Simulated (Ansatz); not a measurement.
Method: DFT PBE, scalar-relativistic, plane waves, PAW in Ansatz 0.2.0. Settings: cutoff 420 eV, Γ-centred meshes spaced at most about 0.3 Å⁻¹, and about 0.25 Å⁻¹ or finer for metals (2π included), Gaussian smearing. No spin polarisation in the final relaxations.

These are static total energies at zero pressure.

Two relaxed structures of Al2Cu:

A.

```yaml
crystal:
  lattice:
    - [2.80303, 0.00000, 0.00000]
    - [0.00000, 2.83587, 0.00000]
    - [-1.47458, 0.00000, 5.73907]
  atoms:
    - { symbol: Al, position: [0.64883, 0.50000, 0.29119] }
    - { symbol: Al, position: [0.35117, 0.50000, 0.70881] }
    - { symbol: Cu, position: [0.00000, 0.00000, 0.00000] }
```

B.

```yaml
crystal:
  lattice:
    - [-1.39113, 1.39113, 5.68923]
    - [1.39113, -1.39113, 5.68923]
    - [1.39113, 1.39113, -5.68923]
  atoms:
    - { symbol: Al, position: [0.65457, 0.65457, 0.00000] }
    - { symbol: Al, position: [0.34543, 0.34543, 0.00000] }
    - { symbol: Cu, position: [0.00000, 0.00000, 0.00000] }
```

Question: Which is lower in energy, and by how much?

Answer: A is lower, by 15 meV/atom. A has space group P2/m (No. 10), 15.2 Å³/atom and no gap on its mesh; B has Al and Cu ordered on fcc sites, space group I4/mmm (No. 139), 14.7 Å³/atom and no gap. Counting all near atoms (those within 1.25 times the shortest distance at each site), A has Al 10, Cu 12 and B has Al 12, Cu 12. The lower one is the more open, so pressure narrows the difference. In A, Al is surrounded by 4 Cu at 2.59–2.61 Å, 6 Al at 2.75–2.84 Å and 1 Al at 3.34 Å; Cu is surrounded by 8 Al at 2.59–2.61 Å and 4 Cu at 2.80–2.84 Å. In B, Al has 4 Cu at 2.64 Å and 8 Al at 2.78–2.93 Å; Cu is surrounded by 8 Al at 2.64 Å and 4 Cu at 2.78 Å. Both come from invented guesses. The part of the Crystallography Open Database at hand lists Al2Cu in space group No. 140, which no cell shown has.

For metals, differences of a few meV/atom aren't resolved. Cells relaxed within their symmetry can be saddle points. The P2/m cell of Al2Cu came from shaking the I4/mmm one.

The distortion from B to A leaves copper's surroundings almost intact, with eight Al and four Cu neighbours in both, and mainly rearranges the contact between adjacent aluminium layers. In B each Al sits over a fourfold hollow of the next Al layer, as fcc stacking requires; in A the layers have slipped so that it sits near a twofold bridge. Fewer but shorter Al–Al contacts result, and the Cu–Al distances contract from 2.64 Å to 2.59–2.61 Å. Bridge stacking packs less densely, which explains why A has the larger volume despite these shorter bonds.

The energy gain probably comes from stronger Al–Al bonding across the slipped layers together with better Cu–Al hybridisation, at the expense of close packing. This suggests that fcc-type order is not especially favourable at this composition, where directional sp bonding competes with dense packing. In the known θ phase, copper instead centres a square antiprism of aluminium, a motif that slipping these layers does not produce. The energy difference therefore ranks two stacking variants and says nothing about either one's stability against θ.
